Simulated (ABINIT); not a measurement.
Runs of ABINIT 10.8.3 (patched build) on W. It takes space group Im-3m (No. 229, cubic). The conventional cell has a = 3.165 Å, b = 3.165 Å, c = 3.165 Å, α = 90.00°, β = 90.00°, γ = 90.00°. W (site symmetry m-3m) is surrounded by 8 W at 2.74 Å. 

| task | level | potentials or basis | spin | k mesh | cutoff (eV) | fine-grid cutoff | mesh quality | gap on the mesh (eV) | pressure (GPa) | V0 of scaled cells (Å³/atom) | B0 (GPa) |
| --- | --- | --- | --- | --- | --- | --- | --- | --- | --- | --- | --- |
| band structure | r2SCAN | JTH PAW LDA v2.0 | off | 12 × 12 × 12 | 490 | 979.61 eV | not flagged | none | 1.9 | - | - |
| band structure | RPBE | JTH PAW PBE v2.0 | SOC, no magnetisation | 12 × 12 × 12 | 435 | 870.764 eV | not flagged | none | 10.0 | - | - |
| band structure | rPW86PBE | JTH PAW PBE v2.0 | off | 12 × 12 × 12 | 435 | 870.764 eV | not flagged | none | (a) | - | - |
| single point | PBEsol | JTH PAW PBE v2.0 | off | 7 × 7 × 7 | 435 | 870.764 eV | coarse | none | -2.3 | - | - |
| equation of state | BP86+D3(BJ) | JTH PAW PBE v2.0 | off | 12 × 12 × 12 | 435 | 870.764 eV | not flagged | - | - | 15.22 | 336 |
| band structure | LDA | JTH PAW LDA v2.0 | SOC, no magnetisation | 12 × 12 × 12 | 408 | 816.342 eV | not flagged | none | - | - | - |
| equation of state | revPBE+D3 | JTH PAW PBE v2.0 | off | 12 × 12 × 12 | 435 | 870.764 eV | not flagged | - | - | (b) | 328 |
| band structure | RPBE | JTH PAW PBE v2.0 | off | 12 × 12 × 12 | 435 | 870.764 eV | not flagged | none | 9.1 | - | - |

Alike in all rows: cell as given; smearing fermi-dirac 0.05 eV.

**Question.** Fill in the values left out.

**Answer.** (a) 15.9; (b) 15.58.

Caveats: some runs use coarse meshes; the PAW data sets were made with another functional, which shifts forces and pressure a little (some runs); spin-orbit coupling is left out, which moves the levels of the heavy elements (some runs); pressures at fixed basis lie under the slope of the energies (some runs); so large a pressure means that the cell lies far from this level's equilibrium, or that cutoff or potentials fall short (some runs); the potentials were made for another functional, which shifts forces and pressure (some runs).

A k mesh can miss the band edges, and rows without SOC leave out spin-orbit coupling on W.

A gap of «none» marks a metal or a gap under the smearing width.

Runs at the PBE level aren't shown here.
